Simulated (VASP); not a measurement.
**MgTe: band structure with HSE06**

MgTe:

```
CELL_PARAMETERS angstrom
0.00000 3.23200 3.23200
3.23200 0.00000 3.23200
3.23200 3.23200 0.00000
ATOMIC_POSITIONS crystal
Te 0.25000 0.25000 0.25000
Mg 0.00000 0.00000 0.00000
```

The cell comes from a database or a generator and needn't be the stable form of this composition.

| Property | Result |
| --- | --- |
| Program | VASP 6.6.1 |
| Task | band structure |
| Functional | HSE06 |
| Potentials or basis | VASP PAW PBE potentials, release 64 (Te, Mg) |
| Cutoff | 520 eV |
| k mesh | 6 × 6 × 6 |
| Occupations | gaussian, width 0.02 eV |
| Spin | no spin polarisation |
| Grid for exact exchange (PRECFOCK) | Fast |
| Screening parameter | 0.2 1/A |
| Further INCAR settings | ALGO = Normal; EDIFF = 1e-07 |

| Quantity | Value |
| --- | --- |
| Pressure | -0.2 GPa |
| Band gap on the k mesh | 3.18 eV, direct |
| Band gap along the path | 3.18 eV, direct |

Levels at the corners of the path, in eV from the valence-band top:
```tsv
point	band 1	band 2	band 3	band 4	band 5	band 6	band 7	band 8
Γ	-11.11	0.00	0.00	0.00	3.18	6.39	6.39	6.39
X	-10.22	-3.31	-1.28	-1.28	3.59	4.35	10.82	10.85
X	-10.22	-3.31	-1.28	-1.28	3.59	4.35	10.82	10.92
W	-10.21	-2.91	-2.03	-1.55	5.39	6.63	7.14	7.30
W	-10.21	-2.91	-2.03	-1.55	5.39	6.63	7.14	7.30
K	-10.23	-3.03	-2.09	-1.03	4.24	6.11	8.94	8.99
K	-10.23	-3.03	-2.09	-1.03	4.24	6.11	8.94	8.99
Γ	-11.11	0.00	0.00	0.00	3.18	6.39	6.39	6.39
Γ	-11.11	0.00	0.00	0.00	3.18	6.39	6.39	6.39
L	-10.44	-3.50	-0.46	-0.46	4.03	6.43	6.43	8.31
L	-10.44	-3.50	-0.46	-0.46	4.03	6.43	6.43	8.31
U	-10.23	-3.03	-2.09	-1.03	4.24	6.11	8.95	8.99
U	-10.23	-3.03	-2.09	-1.03	4.24	6.11	8.95	9.01
W	-10.21	-2.91	-2.03	-1.55	5.39	6.63	7.14	7.30
W	-10.21	-2.91	-2.03	-1.55	5.39	6.63	7.14	7.30
L	-10.44	-3.50	-0.46	-0.46	4.03	6.43	6.43	8.31
L	-10.44	-3.50	-0.46	-0.46	4.03	6.43	6.43	8.31
K	-10.23	-3.03	-2.09	-1.03	4.24	6.11	8.94	9.00
U	-10.23	-3.03	-2.09	-1.03	4.24	6.11	8.95	8.99
X	-10.22	-3.31	-1.28	-1.28	3.59	4.35	10.82	10.89
```

Run time: 26 min on 1 thread of Intel(R) Xeon(R) Platinum 8488C (Sapphire Rapids) (shared host), peak memory 0.4 GiB.

Caveat: the PAW data sets were made with another functional, which shifts forces and pressure a little; spin-orbit coupling is left out, which moves the levels of the heavy elements.
